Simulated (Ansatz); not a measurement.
BaSnO₃ (cubic perovskite)

```
BaSnO3
1.0
    4.17608     0.00000     0.00000
    0.00000     4.17608     0.00000
    0.00000     0.00000     4.17608
Ba Sn O
1 1 3
Cartesian
  0.00000   0.00000   0.00000
  2.08804   2.08804   2.08804
  0.00000   2.08804   2.08804
  2.08804   2.08804   0.00000
  2.08804   0.00000   2.08804
```

E(V) scan at fixed shape, V₀ the volume above. Symmetry pins the atoms to their sites.

Calculation: PBE (plane waves to 420 eV, PAW, scalar-relativistic; Ansatz, a program for electronic structure). k mesh 8×8×8 (Γ-centred), Fermi-Dirac smearing 0.05 eV. E stands for the smeared free energy. BaSnO3 was relaxed with its symmetry unable to fall. ΔE is measured from the relaxed starting cell.

**Question.** What ΔE (kJ/mol of atoms) does the calculation give at V/V₀ = 0.917, 0.983, 1.017, 1.067, 1.083?

**Answer.** 
| V/V₀ | ΔE (kJ/mol of atoms) |
|---|---|
| 0.917 | 4.85 |
| 0.983 | 0.17 |
| 1.017 | 0.16 |
| 1.067 | 2.26 |
| 1.083 | 3.43 |

(A scan under strain: stresses follow from slopes of the energy per volume, elastic moduli from its curvatures.)
